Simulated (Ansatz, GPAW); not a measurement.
Cu: programs and potentials compared

```xyz
1
Lattice="-1.4428 1.4428 1.3761 1.4428 -1.4428 1.3761 1.4428 1.4428 -1.3761" Properties=species:S:1:pos:R:3 pbc="T T T"
Cu    0.0000    0.0000    0.0000
```

This isn't the form of Cu at room conditions, which is fcc.

Alike in all runs: task band structure; functional PBEsol; k mesh 13 × 13 × 13; occupations fermi-dirac, width 0.05 eV; no spin polarisation; no spin-orbit coupling. Pressure is positive in compression and, in plane waves, holds the error of the finite cutoff, which Ansatz's Pulay term estimates and takes out.

| program and potentials | plane-wave cutoff (eV) | notes | band gap (eV) | pressure (GPa) |
| --- | --- | --- | --- | --- |
| GPAW, PAW data sets generated for this functional | 600 | - | no gap | 0.65 |
| Ansatz, all-electron LAPW, scalar-relativistic | - | - | no gap | -1.38 |
| Ansatz, PAW datasets made for the crystal | 320 | - | no gap | -1.38 |

None finds a gap. The pressure spans -1.38 (Ansatz, PAW datasets made for the crystal) to 0.65 GPa (GPAW, PAW data sets generated for this functional), with all-electron results at -1.38.

The functional is the same throughout but for its coding, so the spread measures potentials, basis and numerics; runs on potential files found faulty are left out.
